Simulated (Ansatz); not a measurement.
Input for Ansatz (plane-wave DFT, PAW):

```yaml
crystal:
  lattice:
    - [4.5059229529, 0.0, 0.0]
    - [-2.2529614765, 3.9022437447, 0.0]
    - [0.0, 0.0, 5.81094375]
  atoms:
    - { symbol: Te, position: [0.7382705241, 0.0, 0.3333333333] }
    - { symbol: Te, position: [0.0, 0.7382705241, 0.6666666667] }
    - { symbol: Te, position: [0.2617294759, 0.2617294759, 0.0] }
basis:
  ecutwfc: 420
kpoints:
  mp_grid: { grid: [9, 9, 6] }
hamiltonian:
  xc: pbesol
scf:
  occupations: { method: gaussian, width: 0.05 }
output:
  forces: true
  stress: true
  eigenvalues: true
  populations: true
```

Launched with
```bash
ansatz run input.yaml --threads 1 --pin off --max-ram 1331MiB --backend cpu --events-out ev --progress --plain --runs-dir out
```

Level of theory: DFT PBEsol, scalar-relativistic, plane waves, PAW (Ansatz 0.2.0).

Abridged output:

```
Pseudopotentials: kind: paw
Pseudopotential: Te, paw, valence charge 16, recommended cutoff 420 eV (normal)
Functional definition: PBEsol
Crystal: 3 atoms, lattice volume = 102.175 Å³
Basis set: ecut = 420 eV, 1993 PW (Γ), exchange–correlation on 64×64×80 points (8 copies of the dense FFT grid, shifted against one another)
Bands: 29, of which v1, the nominal top of the filled ones, is band 24 counted from 1 (23 counted from 0)
Symmetry: 6 space group operations
Space group: P3121 (ITA 152), of the structure as read, at distance tolerance 4.7e-5 Å
k-points: 62 of 486 (time reversal used)
Initial density: superposition of atomic densities (neutral atoms: chi_scale 0, normalization atom), corrected by the library's trained network
Initial wavefunctions: pseudopotential atomic-orbital guess
Functional: x = pbesol(κ = 0.804, μ = 0.12345679), c = pbesol(β = 0.046)
SCF iter   1: F=—  HF=-20704.476297 eV  |F-HF|=—  |Δ(HF+E_count)|=         —  Δρ=1.84e-3  dr2=2.84e-3  ethr=1.77e-3  ⟨swp⟩=7.6  Hψ=8391  notcnv=0
SCF iter   2: F=—  HF=-20704.473850 eV  |F-HF|=—  |Δ(HF+E_count)|=   2.45e-3  Δρ=1.15e-3  dr2=1.09e-3  ethr=5.91e-6  ⟨swp⟩=2.2  Hψ=2944  notcnv=0
SCF iter   3: F=—  HF=-20704.474141 eV  |F-HF|=—  |Δ(HF+E_count)|=   2.90e-4  Δρ=3.39e-4  dr2=1.18e-4  ethr=2.28e-6  ⟨swp⟩=2.0  Hψ=3225  notcnv=0
SCF iter   4: F=—  HF=-20704.474090 eV  |F-HF|=—  |Δ(HF+E_count)|=   5.05e-5  Δρ=1.36e-4  dr2=2.92e-5  ethr=2.46e-7  ⟨swp⟩=2.0  Hψ=3223  notcnv=0
SCF iter   5: F=—  HF=-20704.474114 eV  |F-HF|=—  |Δ(HF+E_count)|=   2.37e-5  Δρ=3.13e-5  dr2=1.45e-6  ethr=6.08e-8  ⟨swp⟩=2.0  Hψ=2205  notcnv=0
SCF iter   6: F=—  HF=-20704.474115 eV  |F-HF|=—  |Δ(HF+E_count)|=   1.18e-6  Δρ=1.14e-5  dr2=1.05e-7  ethr=3.03e-9  ⟨swp⟩=3.0  Hψ=3225  notcnv=0
SCF iter   7: F=-20704.474115 eV  HF=-20704.474115 eV  |F-HF|=5.57e-10  |Δ(HF+E_count)|=   5.18e-8  Δρ=2.07e-6  dr2=3.19e-9  ethr=2.08e-10  ⟨swp⟩=9.2  Hψ=7647  notcnv=0
SCF 1 converged in 7 iterations: F = -20704.474115 eV  dr2 = 3.19e-9
SCF converged after 7 iterations
Free energy (F): -20704.474115 eV
Harris-Foulkes:  -20704.474115 eV  (|F-HF|=5.57e-10)
Internal energy: -20704.474115 eV  (E = F + TS)
E sigma→0 (E₀):  -20704.474115 eV
Entropy (-TS):    0.000000 eV ( 0.000 meV/atom)
Fermi energy:    8.737342 eV
--- Per-component energies (eV) ---
  E_band       = -805.634149
  E_kinetic    = 541.847726
  E_local      = -3878.687312  (includes V_loc(G=0)·N_el)
  E_nonlocal   = -923.958599
  E_hartree    = 2453.201912
  E_xc         = -369.912766
  E_vxc        = -312.098789  (∫ρ·V_xc dr)
  E_paw        = -13753.139754  (= ΣΔE_a)
  E_vpaw       = -1139.143139  (= ΣTr[D̂ρ^β])
  E_aug_tail   = -0.000533  (compensation charges beyond the density's cutoff)
  E_ewald      = -4774.949233
  E_core_change = 1.124446  (= ΣΔE_core)
  E_smearing   =  0.000000  (= −TS)
--- Forces (eV/Å), atoms counted from 1 ---
  atom   1  Te    -0.33314529     0.00000000     0.00000000
  atom   2  Te     0.16657264    -0.28851228     0.00000000
  atom   3  Te     0.16657264     0.28851228     0.00000000
--- Stress (GPa, compression-positive) ---
       -0.224036       0.000000       0.000000
        0.000000      -0.224036       0.000000
        0.000000       0.000000       1.035860
  P = ⅓ Tr σ = 0.1959 GPa (1.959 kbar)
--- Band table (eV; the first three rows and the last of 62) ---
  k-point 0: bands = ["-28.7593", "-28.7593", "-28.7009", "-28.6958", "-28.6958", "-28.6161", "-28.5511", "-28.5477", "-28.5477", "-28.5150", "-28.5139", "-28.5139", "-28.4955", "-28.4625", "-28.4625", "-5.1495", "-1.7286", "-1.7286", "5.3297", "5.6680", "5.6680", "6.8275", "6.8275", "7.7898", "9.6487", "9.6487", "10.1188", "13.4898", "13.4898"]
  k-point 1: bands = ["-28.7734", "-28.7420", "-28.7018", "-28.7013", "-28.6881", "-28.6231", "-28.5512", "-28.5503", "-28.5446", "-28.5152", "-28.5148", "-28.5131", "-28.4917", "-28.4639", "-28.4627", "-5.0448", "-2.6828", "-0.7561", "5.2642", "5.3964", "5.9033", "6.8630", "6.9492", "7.7533", "9.4435", "9.4895", "9.8447", "13.2313", "14.0920"]
  k-point 2: bands = ["-28.7824", "-28.7248", "-28.7052", "-28.7047", "-28.6768", "-28.6401", "-28.5517", "-28.5516", "-28.5418", "-28.5167", "-28.5143", "-28.5131", "-28.4831", "-28.4677", "-28.4633", "-4.7333", "-3.5304", "0.0609", "4.8116", "5.5730", "5.9286", "7.0864", "7.1217", "7.6281", "9.1259", "9.2249", "9.3502", "12.8231", "13.7811"]
  k-point 61: bands = ["-28.7845", "-28.7099", "-28.7099", "-28.7032", "-28.6586", "-28.6586", "-28.5532", "-28.5532", "-28.5389", "-28.5214", "-28.5115", "-28.5115", "-28.4858", "-28.4858", "-28.4487", "-3.3815", "-3.3815", "-1.4089", "3.3289", "3.5477", "3.5477", "7.5986", "8.5799", "8.5799", "8.8894", "10.1063", "10.1063", "14.2751", "15.0362"]
--- Löwdin populations: 3 sites ---
  site symbol q [e]
     0     Te     15.9505
     1     Te     15.9505
     2     Te     15.9505
  spilling = 0.003092 (of n_electrons = 48.000000)
```

The calculation finished and met its thresholds.